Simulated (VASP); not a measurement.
**VASP 6.6.1 run: LiH**

INCAR

```
NBANDS = 9
ISMEAR = -1
NELM = 120
SIGMA = 0.02
LASPH = .TRUE.
LREAL = .FALSE.
ISIF = 2
LCHARG = .FALSE.
ISPIN = 2
GGA = PE
ENCUT = 520
EDIFF = 1E-7
LWAVE = .FALSE.
IBRION = -1
MAGMOM = 2 2
PREC = Accurate
NSW = 0
```

KPOINTS

```
KPOINTS created by Atomic Simulation Environment
0
Gamma
8 8 8
0 0 0
```

POSCAR

```
Li H
 1.0000000000000000
     2.4706000000000001   -0.0383000000000000    0.0032000000000000
    -0.0383000000000000    2.4367000000000001   -0.0035000000000000
     0.0032000000000000   -0.0035000000000000    2.5367000000000002
 Li  H
   1   1
Cartesian
  2.3938344400000005  2.3551648600000004  2.4935331500000002
  1.3234042700000002  1.1342521200000000  1.2143925200000001
```

The recommended PBE PAW datasets give the neutral cell 4 valence electrons.

Command

```
mpirun -np 1 vasp_std
```

OSZICAR

```
N       E                     dE             d eps       ncg     rms          rms(c)
DAV:   1     0.190722061694E+02    0.19072E+02   -0.15856E+03  9576   0.385E+02
DAV:   2     0.138456794029E+02   -0.52265E+01   -0.49625E+01 13243   0.558E+01
DAV:   3     0.137462002439E+02   -0.99479E-01   -0.99136E-01 11090   0.636E+00
DAV:   4     0.137451015905E+02   -0.10987E-02   -0.10969E-02 12555   0.490E-01
DAV:   5     0.137450971044E+02   -0.44861E-05   -0.44860E-05 11240   0.269E-02    0.181E+01
DAV:   6    -0.431473585198E+01   -0.18060E+02   -0.44861E+00 10320   0.816E+00    0.853E+00
DAV:   7    -0.575480655641E+01   -0.14401E+01   -0.11037E+00 10428   0.616E+00    0.250E+00
DAV:   8    -0.565442007354E+01    0.10039E+00   -0.10429E-01 10922   0.202E+00    0.196E+00
DAV:   9    -0.563219070648E+01    0.22229E-01   -0.19685E-01 10379   0.185E+00    0.414E-01
DAV:  10    -0.564562142253E+01   -0.13431E-01   -0.13341E-02 10009   0.907E-01    0.167E-01
DAV:  11    -0.564576845935E+01   -0.14704E-03   -0.31779E-03 10964   0.388E-01    0.983E-02
DAV:  12    -0.564658415857E+01   -0.81570E-03   -0.10080E-03  9814   0.201E-01    0.327E-02
DAV:  13    -0.564662876700E+01   -0.44608E-04   -0.17565E-04 10941   0.668E-02    0.106E-02
DAV:  14    -0.564663092471E+01   -0.21577E-05   -0.10968E-05 10117   0.193E-02    0.228E-03
DAV:  15    -0.564663059251E+01    0.33220E-06   -0.10780E-06 10501   0.778E-03    0.165E-03
DAV:  16    -0.564663087654E+01   -0.28403E-06   -0.19786E-07  9920   0.394E-03    0.504E-04
DAV:  17    -0.564663091919E+01   -0.42644E-07   -0.30546E-08  9800   0.162E-03
   1 F= -.56466309E+01 E0= -.56466309E+01  d E =-.450712E-08  mag=    -0.0000
```

It converged. Results: pressure 1.4 GPa; largest force 0.03 eV/Å; magnetic moment of the cell 0.00 μB.

For comparison, a separate PBE run of the intended cell, on usual settings and not on those above, gives a gap of 0.52 eV on its mesh and a pressure of 1.4 GPa.

The run above took about 38 s on one core of a shared host (Intel Xeon Platinum 8488C) and held 0.16 GiB at most.
